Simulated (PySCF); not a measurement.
Isomers of C4H10O, one GFN2-xTB conformer each. Single-point energies are computed at PBE0/pcSseg-1 (PySCF, gas phase, no added dispersion term), electronic only.

```tsv
SMILES	GFN2-xTB relative energy (kJ/mol)
CCOCC	18.1
CCCOC	22.4
CC[C@H](C)O	0.0
```

Conformers: `[CH3:1][CH2:2][O:3][CH2:4][CH3:5]` with C1–C2–O3–C4 180°, C2–O3–C4–C5 180°; `[CH3:1][CH2:2][CH2:3][O:4][CH3:5]` with C1–C2–C3–O4 180°, C2–C3–O4–C5 180°; `[CH3:1][CH2:2][C@H:3]([CH3:4])[OH:5]` with C1–C2–C3–C4 -68°, C2–C3–O5–H 64°.

Question: What does PBE0/pcSseg-1 give for the same structures?

Answer: 
| SMILES | PBE0/pcSseg-1 E (Eh) | PBE0/pcSseg-1 (kJ/mol) | GFN2-xTB (kJ/mol) | point group |
| --- | --- | --- | --- | --- |
| CC[C@H](C)O | -233.36404 | 0.0 | 0.0 | C1 |
| CCOCC | -233.35294 | 29.1 | 18.1 | C2v |
| CCCOC | -233.34741 | 43.7 | 22.4 | Cs |

Both levels put the same isomer lowest; measured from each level's own lowest isomer, the values differ by up to 21.3 kJ/mol (CCCOC: 22.4 against 43.7). As drawn, the lowest has an O–H bond, which the highest lacks.

Question: Which frontier levels, dipoles and rotational constants go with these structures?

Answer: 
| SMILES | HOMO (eV, PBE0/pcSseg-1) | LUMO (eV) | dipole (D) | A, B, C (MHz) |
| --- | --- | --- | --- | --- |
| CC[C@H](C)O | -7.61 | 1.42 | 1.64 | 7670, 3462, 2665 |
| CCOCC | -7.26 | 1.61 | 1.16 | 18069, 2248, 2105 |
| CCCOC | -7.28 | 1.57 | 1.19 | 20068, 2131, 2024 |
